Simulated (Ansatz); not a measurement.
# Si: response to strain

Si is deformed so: equal xy, yz and zx engineering shear strains of -3 %. What stress and forces result, by LAPW, PAW and all-electron datasets made for the crystal?

Program: Ansatz 0.2.0. Level of theory: DFT PBE, scalar-relativistic. These are calculated values, not measurements.

## Step 1: The system as given

Symmetry: Fd-3m, No. 227, cubic system. The conventional cell has a = 5.431 Å, b = 5.431 Å, c = 5.431 Å, α = 90.00°, β = 90.00°, γ = 90.00°. Around Si (site symmetry -43m) lie 4 Si at 2.35 Å.

Coordinates:

```xyz
2
Lattice="0.0000 2.7155 2.7155 2.7155 0.0000 2.7155 2.7155 2.7155 0.0000" Properties=species:S:1:pos:R:3 pbc="T T T"
Si    2.7155    2.7155    2.7155
Si    4.0732    4.0732    4.0732
```

Atoms are numbered in the order of the input: Si1, Si2.

## Step 2: The deformed structure

Space group Fd-3m before, R-3m after.

## Step 3: Full-potential LAPW

File input.yaml:

```yaml
crystal:
  lattice:
    - [-0.0814641, 2.67473795, 2.67473795]
    - [2.67473795, -0.0814641, 2.67473795]
    - [2.67473795, 2.67473795, -0.0814641]
  atoms:
    - { symbol: Si, position: [0.5, 0.5, 0.5] }
    - { symbol: Si, position: [0.75, 0.75, 0.75] }
kpoints:
  mp_grid: { grid: [11, 11, 11] }
  band_path:
    path:
      - [0.0, 0.0, 0.0]
      - [0.5, 0.5, 0.5]
      - [0.2579113083, 0.5, 0.7420886917]
      - [-0.2579113083, 0.2579113083, 0.5]
      - [0.0, 0.0, 0.5]
      - [0.0, 0.0, 0.0]
      - [-0.3789556542, 0.0, 0.3789556542]
      - [0.0, 0.3789556542, 0.6210443458]
      - [0.0, 0.5, 0.5]
    npoints: 5
scf:
  occupations: { method: fermi_dirac, width: 0.08 }
hamiltonian:
  xc: pbe
  pseudopotentials: { kind: all_electron, lapw: { basis_error: 0.00025 } }
output:
  forces: true
  stress: true
  eigenvalues: true
```

The run is started by

```sh
ansatz run input.yaml --threads 1 --pin off --max-ram 3072MiB --backend cpu --events-out ev --progress --plain --runs-dir out
```

## Step 4: Frozen-core PAW

File input.yaml:

```yaml
crystal:
  lattice:
    - [-0.0814641, 2.67473795, 2.67473795]
    - [2.67473795, -0.0814641, 2.67473795]
    - [2.67473795, 2.67473795, -0.0814641]
  atoms:
    - { symbol: Si, position: [0.5, 0.5, 0.5] }
    - { symbol: Si, position: [0.75, 0.75, 0.75] }
kpoints:
  mp_grid: { grid: [11, 11, 11] }
scf:
  occupations: { method: fermi_dirac, width: 0.08 }
hamiltonian:
  xc: pbe
  pseudopotentials: { kind: paw }
output:
  forces: true
  stress: true
  eigenvalues: true
  efg: { contact_densities: true }
```

## Step 5: Datasets made for this crystal

Changes to input.yaml since step 4:

```diff
@@ -14,3 +14,3 @@
   xc: pbe
-  pseudopotentials: { kind: paw }
+  pseudopotentials: { kind: all_electron, datasets: crystal }
 output:
```

(Steps that only read results are left out.)

Before running it: what results should come out? Wanted: pressure; largest shear or deviatoric stress.

**Answer**, as computed:

| quantity | value |
| --- | --- |
| pressure | LAPW 2.31, PAW 2.34, crystal datasets 2.30 GPa |
| largest shear or deviatoric stress (LAPW) | 3.36 GPa |

The largest part of the stress beyond the pressure is 3.36 GPa in size; the atoms are carried along and not relaxed. No run of the undeformed cell stands beside it, so the pressure holds what the given cell had before the change. PAW: stress within 0.04 GPa of LAPW, forces within 1 meV/Å. Crystal datasets: stress within 0.01 GPa of LAPW, forces within 1 meV/Å.
